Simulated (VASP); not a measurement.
# Pt (Fm-3m) in VASP: settings compared, part 2 of 2

VASP 6.6.1. The steps go on from the part before.

### Step 4. Density of states, PBE

File POSCAR:

```
Pt                                      
1.0
    0.0000000000      1.9579378803      1.9579378803
    1.9579378803      0.0000000000      1.9579378803
    1.9579378803      1.9579378803      0.0000000000
  Pt            
     1
Direct
     0.0000000000000000    0.0000000000000000    0.0000000000000000
```

File INCAR.step1:

```
PREC     = Accurate       # precision mode
ENCUT    = 520            # plane-wave cutoff, eV
EDIFF    = 1E-6           # SCF threshold, eV
ISMEAR   = 1              # smearing method
SIGMA    = 0.1            # smearing width, eV
LREAL    = F              # projectors in reciprocal space
LASPH    = T              # aspherical terms in the spheres
NELM     = 80             # most SCF steps
ALGO     = Normal         # electronic algorithm
ISIF     = 2              # what is computed and relaxed
LWAVE    = F              # write WAVECAR
LCHARG   = T              # write CHGCAR
LMAXMIX  = 4              # l up to which the mixer works
GGA      = PE             # functional
NBANDS   = 11             # bands
KPAR     = 4
```

File KPOINTS.step1:

```
regular mesh
0
Gamma
  16 16 16
```

File INCAR.step2:

```
PREC     = Accurate       # precision mode
ENCUT    = 520            # plane-wave cutoff, eV
EDIFF    = 1E-6           # SCF threshold, eV
ISMEAR   = -5             # smearing method
SIGMA    = 0.1            # smearing width, eV
LREAL    = F              # projectors in reciprocal space
LASPH    = T              # aspherical terms in the spheres
NELM     = 80             # most SCF steps
ALGO     = Normal         # electronic algorithm
ISIF     = 2              # what is computed and relaxed
LWAVE    = F              # write WAVECAR
LCHARG   = F              # write CHGCAR
LMAXMIX  = 4              # l up to which the mixer works
GGA      = PE             # functional
LORBIT   = 10             # projections on sites
NBANDS   = 11             # bands
KPAR     = 4            
NEDOS    = 2001           # points of the DOS
ICHARG   = 11             # starting density
```

File KPOINTS.step2:

```
regular mesh
0
Gamma
  24 24 24
```

Potentials or basis: VASP PAW PBE potentials, release 64 (Pt).

The run is started by

```bash
$ cat potpaw_PBE.64/Pt/POTCAR > POTCAR
$ cp INCAR.step1 INCAR
$ cp KPOINTS.step1 KPOINTS
$ mpirun -np 4 vasp_std > vasp.out
$ cp INCAR.step2 INCAR
$ cp KPOINTS.step2 KPOINTS
$ mpirun -np 4 vasp_std > vasp.out
```

OUTCAR:

```text
PREC = Accurate
   ENCUT = 520
   EDIFF = 1E-6
   ISMEAR = -5
   LREAL = F
   LASPH = T
   NELM = 80
   ISIF = 2
   GGA = PE
   LORBIT = 10
   ICHARG = 11

 ion  position               nearest neighbor table
   1  0.000  0.000  0.000-

  LATTYP: Found a face centered cubic cell.
 ALAT       =     3.9158757606

  Lattice vectors:

 A1 = (   0.0000000000,   1.9579378803,   1.9579378803)
 A2 = (   1.9579378803,   0.0000000000,   1.9579378803)
 A3 = (   1.9579378803,   1.9579378803,   0.0000000000)

Analysis of symmetry for initial positions (statically):
=====================================================================
 Subroutine PRICEL returns:
 Original cell was already a primitive cell.

 Routine SETGRP: Setting up the symmetry group for a
 face centered cubic supercell.

 Subroutine GETGRP returns: Found 48 space group operations
 (whereof 48 operations were pure point group operations)
 out of a pool of 48 trial point group operations.

The static configuration has the point symmetry O_h .

[... 164 lines left out ...]
 cond. band min:      11.3223160174   @ k =   0.4583   0.0000   0.0000
 fundamental gap:     -0.0565441073
 Fermi energy:        11.3356965565

 k-point     1 :       0.0000    0.0000    0.0000
  band No.  band energies     occupation
      1       1.0855      2.00000
      2       7.5327      2.00000
      3       7.5327      2.00000
      4       7.5327      2.00000
      5       9.7043      2.00000
      6       9.7043      2.00000
      7      25.9809      0.00000
      8      30.9744      0.00000
      9      30.9744      0.00000
     10      30.9744      0.00000
     11      36.3374      0.00000
[... 309 lines left out ...]
 k-point    24 :       0.4583    0.0417    0.0000
  band No.  band energies     occupation
      1       4.0353      2.00000
      2       7.4469      2.00000
      3       7.5548      2.00000
      4       9.8955      2.00000
      5      11.3481      1.38488
      6      11.6278     -0.03811
      7      17.9681      0.00000
      8      25.7912      0.00000
      9      30.3784      0.00000
     10      30.6776      0.00000
     11      39.1700      0.00000

 [... further k-points ...]
[... 5 lines left out ...]
  --------------------------------------------------------------------------------------
  -------------------------------------------------------------------------------------
  Total        1.0751543      1.0751543      1.0751543      0.0000000      0.0000000      0.0000000
  in kB      114.7505236    114.7505236    114.7505236      0.0000000      0.0000000      0.0000000
  external PRESSURE =     114.7505236 kB  Pullay stress =       0.0000000 kB

 VOLUME and BASIS-vectors are now :
 -----------------------------------------------------------------------------
  energy-cutoff  :      520.00
  volume of cell :       15.01
      direct lattice vectors                 reciprocal lattice vectors
     0.000000000  1.957937880  1.957937880    -0.255370717  0.255370717  0.255370717
     1.957937880  0.000000000  1.957937880     0.255370717 -0.255370717  0.255370717
     1.957937880  1.957937880  0.000000000     0.255370717  0.255370717 -0.255370717

 POSITION                                       TOTAL-FORCE (eV/Angst)
 -----------------------------------------------------------------------------------
      0.00000      0.00000      0.00000         0.000000      0.000000     -0.000000
 -----------------------------------------------------------------------------------
    total drift:                               -0.000000      0.000000     -0.000000

  FREE ENERGIE OF THE ION-ELECTRON SYSTEM (eV)
  ---------------------------------------------------
  free  energy   TOTEN  =        -6.0784364552 eV

  energy  without entropy=       -6.0784364552  energy(sigma->0) =       -6.07843646

 total charge

# of ion       s       p       d       tot
------------------------------------------
    1        0.641   0.619   8.051   9.311
```

OUTCAR.step1:

```text
PREC = Accurate
   ENCUT = 520
   EDIFF = 1E-6
   ISMEAR = 1
   LREAL = F
   LASPH = T
[... 555 lines left out ...]

 POSITION                                       TOTAL-FORCE (eV/Angst)
 -----------------------------------------------------------------------------------
      0.00000      0.00000      0.00000         0.000000      0.000000      0.000000
 -----------------------------------------------------------------------------------
    total drift:                               -0.000000      0.000000     -0.000000

  FREE ENERGIE OF THE ION-ELECTRON SYSTEM (eV)
  ---------------------------------------------------
  free  energy   TOTEN  =        -6.0761766590 eV

  energy  without entropy=       -6.0753532953  energy(sigma->0) =       -6.07590220
```

It took 23 s on 4 MPI ranks of Intel Xeon Platinum 8488C (Sapphire Rapids), shared host; peak memory 0.17 GiB.

What came out:

| Property | Result |
| --- | --- |
| Valence electrons inside the program's atomic spheres | Pt 9.31 |

States per cell in windows of 1 eV (zero at the Fermi level; states under -8 eV left out):
```csv
from (eV),total,Pt1_d,Pt1_p,Pt1_s
-8.0,0.33,0.11,0.03,0.15
-7.0,1.22,0.83,0.07,0.21
-6.0,1.11,0.90,0.08,0.05
-5.0,1.43,1.19,0.11,0.02
-4.0,1.81,1.52,0.14,0.04
-3.0,1.23,1.05,0.09,0.02
-2.0,1.29,1.15,0.06,0.02
-1.0,1.38,1.29,0.03,0.01
0.0,0.77,0.70,0.03,0.02
1.0,0.27,0.17,0.05,0.03
2.0,0.28,0.15,0.07,0.04
3.0,0.25,0.11,0.08,0.04
4.0,0.23,0.08,0.07,0.05
5.0,0.28,0.09,0.06,0.10
6.0,0.32,0.09,0.08,0.10
7.0,0.32,0.08,0.11,0.09
```

Caveat: tetrahedron occupations give inexact forces and stress in metals. Spin-orbit coupling is left out, which matters for the levels of Pt.

### Step 5. Summary

| task | level | spin | k mesh for the DOS | occupations for the DOS | pressure (GPa) |
| --- | --- | --- | --- | --- | --- |
| band structure | r2SCAN | off | - | - | 5.9 |
| band structure | PBE | SOC, no magnetisation | - | - | 11.8 |
| density of states | PBE | off | 24 × 24 × 24 | tetrahedron | - |

Alike in all rows: potentials or basis VASP PAW PBE potentials, release 64 (Pt); cell as given; k mesh 16 × 16 × 16; cutoff (eV) 520; smearing methfessel-paxton 0.1 eV.

Caveats: the PAW data sets were made with another functional, which shifts forces and pressure a little (some runs); spin-orbit coupling is left out, which moves the levels of the heavy elements (some runs); tetrahedron occupations give inexact forces and stress in metals (some runs).

Total energies depend on the potentials used, so only differences within one code and one set of settings carry meaning.
